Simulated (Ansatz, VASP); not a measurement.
# Two plane-wave programs on PbS

The input POSCAR:

```
PbS
1.0
    0.0000000000      3.3174820973      3.3174820973
    3.3174820973      0.0000000000      3.3174820973
    3.3174820973      3.3174820973      0.0000000000
Pb S
1 1
Direct
    0.0000000000      0.0000000000      0.0000000000
    0.2500000000      0.2500000000      0.2500000000
```

The input INCAR.step1:

```
ALGO = Normal ; EDIFF = 1E-4
ENCUT = 520 ; GGA = PE
ISMEAR = 0 ; LASPH = True
LCHARG = False ; LREAL = False
LWAVE = True ; NBANDS = 17
NELM = 60 ; PREC = Accurate
SIGMA = 0.01
```

Contents of INCAR.step2:

```
ALGO = Normal ; EDIFF = 1E-7
ENCUT = 520 ; ISIF = 2
ISMEAR = 0 ; ISTART = 1
LASPH = True ; LCHARG = False
LMIXTAU = True ; LREAL = False
LWAVE = False ; METAGGA = R2SCAN
NBANDS = 17 ; NELM = 60
PREC = Accurate ; SIGMA = 0.01
```

KPOINTS

```
k-points
0
Gamma
  6 6 6
```

Input for Ansatz:

```yaml
crystal:
  lattice:
    - [0.0, 3.3174820973, 3.3174820973]
    - [3.3174820973, 0.0, 3.3174820973]
    - [3.3174820973, 3.3174820973, 0.0]
  atoms:
    - { symbol: Pb, position: [0.0, 0.0, 0.0] }
    - { symbol: S, position: [0.25, 0.25, 0.25] }
kpoints:
  mp_grid: { grid: [6, 6, 6] }
  band_path:
    path:
      - [0.0, 0.0, 0.0]
      - [-0.5, -0.5, 0.0]
      - [-0.375, -0.375, 0.25]
      - [-0.375, 0.0, 0.375]
      - [0.0, 0.0, 0.5]
      - [-0.5, -0.25, 0.25]
    npoints: 1
hamiltonian:
  xc: r2scan
scf:
  occupations: { method: fixed }
  n_extra_bands: 4
output:
  forces: true
  stress: true
  eigenvalues: true
```

Change from the starting cell: hydrostatic strain +0.5%.

Alike in both runs: task single point; functional r2SCAN; k mesh 6 × 6 × 6; no spin polarisation.

```csv
,VASP,Ansatz
version,VASP 6.6.1,Ansatz 0.2.0
potentials or method,"VASP PAW PBE potentials, release 64 (Pb_d, S)","plane waves, PAW"
plane-wave cutoff (eV),520,500
occupations,"gaussian, width 0.01 eV",fixed
valence electrons in the cell,20,20
```

```tsv
	VASP	Ansatz	Ansatz less VASP
gap on the k mesh at the Fermi level (eV)	1.10	1.10	0.000
pressure (GPa)	-0.6	-0.6	0.00
```

Caveats: the PAW data sets were made with another functional, which shifts forces and pressure a little (VASP); spin-orbit coupling is left out, which as a rule narrows the gap of such compounds by several tenths of an eV. A k mesh can miss the band edges.
